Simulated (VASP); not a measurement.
# MgO: single point with PBE

Crystal: MgO.

```
Mg O
1.0
     2.93802    0.00000    0.00000
    -1.46901    2.54440    0.00000
     0.00000    0.00000    2.67968
Mg O
1 1
Direct
  0.99500 0.99862 0.00240
  0.29723 0.69171 0.51323
```

The cell comes from a database or a generator and needn't be the stable form of this composition.

The cell isn't the ideal one: grid = ENCUT=1400 k=13x13x12 ISMEAR=0 SIGMA=0.05 PREC=Accurate EDIFF=1e-08 LREAL=False ADDGRID=False LASPH=True; atoms moved at random, drawn with an rms of 0.1 Å.

| Item | Value |
| --- | --- |
| Program | VASP 6.6.1 |
| Task | single point |
| Functional | PBE |
| Potentials or basis | VASP PAW PBE potentials, release 64 (Mg, O_h) |
| Cutoff | 1400 eV |
| k mesh | 13 × 13 × 12 |
| Occupations | gaussian, width 0.05 eV |
| Spin | no spin polarisation |

* Pressure: 0.8 GPa
* Largest force: 0.668 eV/Å
* Band gap on the k mesh: 2.93 eV, indirect (least direct gap 3.41 eV)

Forces in eV/Å, atoms in the order of the input:
```
Mg  -0.574  0.318  0.125
O    0.574 -0.318 -0.125
```

Stress tensor (GPa, compression positive):
```
 0.86 -0.55 -0.84
-0.55  0.14  0.46
-0.84  0.46  1.34
```

Levels at points of the mesh, in eV from the valence-band top:
| k point | band 1 | band 2 | band 3 | band 4 | band 5 | band 6 | band 7 | band 8 |
| --- | --- | --- | --- | --- | --- | --- | --- | --- |
| (0.00, 0.00, 0.00) | -17.49 | -0.74 | -0.58 | -0.48 | 2.93 | 11.83 | 15.36 | 15.71 |
| (0.00, 0.00, 0.50) | -16.43 | -5.40 | -0.32 | 0.00 | 8.22 | 8.86 | 17.39 | 17.84 |

Wall time 14 min on 1 thread of AMD EPYC 7R13 Processor (Zen 3) (shared host), peak memory 0.92 GiB.

Caveat: an odd mesh through Γ misses points on the zone boundary, where band edges often lie.
